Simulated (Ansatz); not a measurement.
Two isomers of C4H9N: A = `C1CCNC1`, B = `NCC1CC1`.

Calculated with Ansatz (gas phase, PBE0-D4/def2-TZVP geometries, no zero-point term in ΔE). CCSD(T)/CBS adds triple-zeta CCSD(T) − MP2 to the extrapolated MP2 energy (def2 sets, frozen cores). DFT in def2-TZVPP. B3LYP here is the variant with VWN-RPA as its local correlation; programs differ in this. One conformer a species, not always the lowest.

A:

Z-matrix (Å, degrees):
```
C
C 1 1.540
C 1 1.542 2 104.1
H 1 1.093 2 110.6 3 -119.0
H 1 1.092 2 111.9 3 121.8
N 2 1.457 1 107.0 3 21.9
H 2 1.096 1 110.0 3 -95.3
H 2 1.091 1 113.5 3 144.5
C 3 1.540 1 104.1 2 0.4
H 3 1.093 1 110.7 2 -118.4
H 3 1.092 1 112.5 2 121.9
H 6 1.014 2 109.0 1 79.5
H 9 1.096 3 110.0 1 94.5
H 9 1.091 3 113.5 1 -145.2
```

B:

Z-matrix (Å, degrees):
```
C
C 1 1.507
N 1 1.454 2 115.9
H 1 1.095 2 109.8 3 -122.5
H 1 1.096 2 108.6 3 121.9
C 2 1.496 1 120.0 3 -152.4
C 2 1.498 1 119.3 3 -82.0
H 2 1.087 1 114.6 3 62.1
H 3 1.014 1 109.8 2 53.9
H 3 1.013 1 110.2 2 -63.0
H 6 1.083 2 118.7 1 -143.4
H 6 1.084 2 117.4 1 1.0
H 7 1.083 2 118.8 1 142.4
H 7 1.085 2 117.5 1 -2.3
```

**Question.** Which is lower in electronic energy at CCSD(T)/CBS, and by how much? (Estimate.)

**Answer.** Ansatz gave: A, by 65.3 kJ/mol.

**Question.** Give E(B) − E(A) in kJ/mol with B2PLYP, MP2/def2-TZVPP, B3LYP-D4, B3LYP, r2SCAN-D4, CCSD/def2-TZVPP, PBE-D4. (Best estimate.)

**Answer.** Ansatz gave: B2PLYP 60.7, MP2/def2-TZVPP 61.5, B3LYP-D4 61.8, B3LYP 57.7, r2SCAN-D4 59.0, CCSD/def2-TZVPP 65.2, PBE-D4 59.7. None reverses the order clearly.

Largest T1 diagnostic: 0.009.

From PBE to PBE0 (25 % exact exchange), in def2-TZVPP and without D4, E(B) − E(A) moves by +3.8 kJ/mol. The D4 term adds +4.1 kJ/mol with B3LYP and +1.9 kJ/mol with PBE0; it sums over pairs of atoms, weighted by their polarisabilities, and B3LYP, whose exchange is more repulsive, gets the larger term.
